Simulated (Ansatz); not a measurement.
The system is MgS.

```xyz
4
Lattice="4.0346 0.0000 0.0000 -2.0173 3.4941 0.0000 0.0000 0.0000 6.4323" Properties=species:S:1:pos:R:3 pbc="T T T"
S     2.0173    1.1647    5.6556
S     0.0000    2.3294    2.4394
Mg    0.0000    2.3294    6.4050
Mg    2.0173    1.1647    3.1888
```

The cell comes from a database or a generator and needn't be the stable form of this composition.

```yaml
Program: Ansatz 0.2.0
Task: single point
Functional: PBEsol
Potentials_or_basis: all-electron LAPW, scalar-relativistic
Cutoff: 209 eV (chosen from the basis error)
Basis_error_allowed: 0.001 eV/atom
k_mesh: 8 × 8 × 4
Occupations: fermi-dirac, width 0.05 eV
Spin: no spin polarisation
```

On this cell: pressure -0.3 GPa; largest force 0.045 eV/Å; band gap on the k mesh 3.27 eV, direct.

The same run follows on a disturbed copy (atoms moved at random, drawn with an rms of 0.05 Å):

```
S Mg
1.0
     4.03462    0.00000    0.00000
    -2.01731    3.49409    0.00000
     0.00000    0.00000    6.43229
S Mg
2 2
Cartesian
  1.9890 1.1791 5.6112
  0.0159 2.3234 2.3896
  -0.0010 2.3363 6.4163
  2.0245 1.1368 3.2216
```

Problem. What changes?

Solution. The energy moves by +6.0 meV/atom; pressure -0.2 GPa; largest force 0.452 eV/Å; band gap on the k mesh 3.36 eV, direct.

Forces on the atoms (eV/Å):
```
S    0.155 -0.054  0.337
S   -0.052 -0.099  0.338
Mg  -0.137  0.041 -0.239
Mg   0.034  0.113 -0.437
```

Stress tensor (GPa, compression positive):
```
-1.10 -0.36 -0.13
-0.36 -0.96  0.20
-0.13  0.20  1.52
```

